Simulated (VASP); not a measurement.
# GaN (P6_3mc) in VASP: settings compared, part 2 of 2

VASP 6.6.1. The steps go on from the part before.

### 3 Relaxation of cell and atoms, RPBE

INCAR

```
PREC = Accurate
ENCUT = 600
EDIFF = 1E-7
ISMEAR = -1
SIGMA = 0.05
LREAL = False
LASPH = True
NELM = 60
ALGO = Normal
ISIF = 3
LWAVE = False
LCHARG = False
GGA = RP
IBRION = 2
NSW = 60
EDIFFG = -0.02
```

KPOINTS

```
Automatic mesh
0
Gamma
  10 10 5
```

POSCAR

```
GaN
1.0
    3.1800000000      0.0000000000      0.0000000000
   -1.5900000000      2.7539607840      0.0000000000
    0.0000000000      0.0000000000      5.1660000000
Ga N
2 2
Direct
    0.6666666667      0.3333333333      0.5000000000
    0.3333333333      0.6666666667      0.0000000000
    0.6666666667      0.3333333333      0.8750000000
    0.3333333333      0.6666666667      0.3750000000
```

Potentials or basis: VASP PAW PBE potentials, release 64 (Ga_d, N).

Launch:

```console
$ cat potpaw_PBE.64/Ga_d/POTCAR potpaw_PBE.64/N/POTCAR > POTCAR
$ mpirun -np 1 vasp_std > vasp.out
```

It took 1.8 min on 1 thread of AMD EPYC 9R45 (Zen 5), shared host; peak memory 0.18 GiB.

It converged, with:

```yaml
Free_energy: -22.6915 eV
Relaxed_volume: 12.03 Å³/atom
Relaxed_cell: a = 3.242 Å, b = 3.242 Å, c = 5.287 Å, α = 90.00°, β = 90.00°, γ = 120.00°
Space_group_after_relaxing_to_0.05_Å: P6_3mc (No. 186)
Energy_gained_by_relaxing: 24.0 meV/atom
Ionic_steps: 3
Pressure_after_relaxing: 0.0 GPa
Largest_force_after_relaxing: 0.012 eV/Å
Band_gap_on_the_k_mesh: 1.62 eV, direct
```

Forces on the atoms (eV/Å):
```
Ga   0.000  0.000 -0.012
Ga   0.000  0.000 -0.012
N    0.000  0.000  0.012
N    0.000  0.000  0.012
```

Stress tensor (GPa, compression positive):
```
 0.03  0.00  0.00
 0.00  0.03  0.00
 0.00  0.00 -0.21
```

Step by step:
```csv
step,energy change (eV),largest force (eV/Å),pressure (GPa),volume (Å³)
1,0.0000,0.1386,11.15,45.24
2,-0.0373,0.0458,-7.11,50.59
3,-0.0959,0.0118,-0.05,48.12
```

Final structure:
```xyz
4
Lattice="3.2419 0.0000 0.0000 -1.6210 2.8076 0.0000 0.0000 0.0000 5.2870" Properties=species:S:1:pos:R:3 pbc="T T T"
Ga    1.6210    0.9359    2.6396
Ga    0.0000    1.8717    5.2832
N     1.6210    0.9359    4.6300
N     0.0000    1.8717    1.9865
```

Levels at points of the mesh, in eV from the valence-band top:
```csv
k point,band 15,band 16,band 17,band 18,band 19,band 20,band 21,band 22
"(0.00, 0.00, 0.00)",-0.96,-0.04,0.00,0.00,1.62,4.00,8.99,9.68
"(0.50, 0.00, 0.00)",-3.95,-2.55,-2.04,-0.93,5.01,5.29,6.00,8.25
```

Caveat: the PAW data sets were made with another functional, which shifts forces and pressure a little. RPBE and its kin give volumes clearly too large for solids.

### 4 Relaxation of cell and atoms, revPBE

INCAR

```
PREC = Accurate ; ENCUT = 600
EDIFF = 1E-6 ; ISMEAR = -1
SIGMA = 0.05 ; LREAL = F
LASPH = T ; NELM = 80
ALGO = Normal ; ISIF = 3
LWAVE = F ; LCHARG = F
GGA = RE ; IBRION = 2
NSW = 60 ; EDIFFG = -0.01
```

KPOINTS is that of step 3.

POSCAR is that of step 3.

Potentials or basis: VASP PAW PBE potentials, release 64 (Ga_d, N).

Launch:

```console
$ cat potpaw_PBE.64/Ga_d/POTCAR potpaw_PBE.64/N/POTCAR > POTCAR
$ mpirun -np 1 vasp_std > vasp.out
```

OUTCAR:

```text
PREC = Accurate
   ENCUT = 600
   EDIFF = 1E-6
   ISMEAR = -1
   LREAL = F
   LASPH = T
   NELM = 80
   ISIF = 3
   GGA = RE
   IBRION = 2
   NSW = 60
   EDIFFG = -0.01

 ion  position               nearest neighbor table
   1  0.667  0.333  0.500-   3 1.94   4 1.95   4 1.95   4 1.95
   2  0.333  0.667  0.000-   4 1.94   3 1.95   3 1.95   3 1.95
   3  0.667  0.333  0.875-   1 1.94   2 1.95   2 1.95   2 1.95
   4  0.333  0.667  0.375-   2 1.94   1 1.95   1 1.95   1 1.95

  LATTYP: Found a hexagonal cell.
 ALAT       =     3.1800000000
 C/A-ratio  =     1.6245283019

  Lattice vectors:

 A1 = (   3.1800000000,   0.0000000000,   0.0000000000)
 A2 = (  -1.5900000000,   2.7539607840,   0.0000000000)
 A3 = (   0.0000000000,   0.0000000000,   5.1660000000)

Analysis of symmetry for initial positions (statically):
=====================================================================
[... 471 lines left out ...]

  energy without entropy =      -22.94412352  energy(sigma->0) =      -22.94412352

 E-fermi :   5.8094     XC(G=0): -11.2821

 val. band max:        4.9406461348   @ k =   0.0000   0.0000   0.0000
 cond. band min:       6.5917102585   @ k =   0.0000   0.0000   0.0000
 fundamental gap:      1.6510641237
 Fermi energy:         5.8093533344

 k-point     1 :       0.0000    0.0000    0.0000
  band No.  band energies     occupation
      1     -10.6930      2.00000
      2      -9.9265      2.00000
      3      -8.4780      2.00000
      4      -8.4644      2.00000
      5      -8.4644      2.00000
      6      -8.4114      2.00000
[... 989 lines left out ...]
     21      12.5014      0.00000
     22      12.9208      0.00000

 [... further k-points ...]

------------------------ aborting loop because EDIFF is reached ----------------------------------------

  FORCE on cell =-STRESS in cart. coord.  units (eV):
  Direction    XX          YY          ZZ          XY          YZ          ZX
  --------------------------------------------------------------------------------------
  -------------------------------------------------------------------------------------
  Total        0.0369461      0.0369461      0.0325091      0.0000000     -0.0000000      0.0000000
  in kB        1.2383025      1.2383025      1.0895871      0.0000000     -0.0000000      0.0000000
  external PRESSURE =       1.1887307 kB  Pullay stress =       0.0000000 kB
[... 19 lines left out ...]
  FREE ENERGIE OF THE ION-ELECTRON SYSTEM (eV)
  ---------------------------------------------------
  free  energy   TOTEN  =       -22.9441235170 eV

  energy  without entropy=      -22.9441235159  energy(sigma->0) =      -22.94412352

 reached required accuracy - stopping structural energy minimisation
```

Run time: 2.5 min. Hardware: 1 thread of AMD EPYC 9R45 (Zen 5), shared host; peak memory 0.17 GiB.

What came out:

* Free energy: -22.9441 eV
* Relaxed volume: 11.95 Å³/atom
* Relaxed cell: a = 3.236 Å, b = 3.236 Å, c = 5.271 Å, α = 90.00°, β = 90.00°, γ = 120.00°
* Space group after relaxing (to 0.05 Å): P6_3mc (No. 186)
* Energy gained by relaxing: 19.6 meV/atom
* Ionic steps: 8
* Pressure after relaxing: 0.1 GPa
* Band gap on the k mesh: 1.65 eV, direct

The path:
| step | energy change (eV) | largest force (eV/Å) | pressure (GPa) | volume (Å³) |
| --- | --- | --- | --- | --- |
| 1 | 0.0000 | 0.1377 | 10.06 | 45.24 |
| 2 | -0.0284 | 0.0498 | -6.65 | 50.05 |
| 3 | -0.0782 | 0.0117 | -0.02 | 47.82 |
| 4 | -0.0782 | 0.0137 | 0.13 | 47.76 |
| 5 | -0.0783 | 0.0083 | 0.13 | 47.77 |
| 6 | -0.0783 | 0.0045 | 0.12 | 47.77 |
| 7 | -0.0783 | 0.0027 | -0.10 | 47.83 |
| 8 | -0.0783 | 0.0013 | 0.12 | 47.80 |

Final structure:
```
Ga N
1.0
     3.23594    0.00000    0.00000
    -1.61797    2.80241    0.00000
     0.00000    0.00000    5.27134
Ga N
2 2
Direct
  0.66667 0.33333 0.49910
  0.33333 0.66667 0.99910
  0.66667 0.33333 0.87590
  0.33333 0.66667 0.37590
```

Caveat: the PAW data sets were made with another functional, which shifts forces and pressure a little. A hybrid or GW would open this gap; revPBE tends to underestimate it.

### 5 Summary

```tsv
task	level	cell	cutoff (eV)	smearing	gap on the mesh (eV)	pressure (GPa)	relaxed volume (Å³/atom)	largest force (eV/Å)
single point	PBE	as given	520	gaussian 0.011 eV	1.97	7.3	-	0.13
relaxation of cell and atoms	RPBE	relaxed	600	fermi-dirac 0.05 eV	1.62	0.0	12.03	0.01
relaxation of cell and atoms	revPBE	relaxed	600	fermi-dirac 0.05 eV	1.65	0.1	11.95	-
```

Alike in all rows: potentials or basis VASP PAW PBE potentials, release 64 (Ga_d, N); no spin polarisation; k mesh 10 × 10 × 5.

Caveats: the PAW data sets were made with another functional, which shifts forces and pressure a little (some runs).

Total energies depend on the potentials used, so only differences within one code and one set of settings carry meaning.

### 6 Comparison with measurements

Step 2. A measured gap of GaN is 3.503 eV (direct; quoted in “Studying electronic properties in GaN without electrical contacts using γ-γ vs e−-γ Perturbed Angular Correlations”, 2019, pmc:6823545); the calculated 1.97 eV misses it by -1.53 eV. Spin-orbit coupling on Ga is left out. The value is that of PBE, without temperature or zero-point motion. Semilocal functionals fall short of measured gaps as a rule.
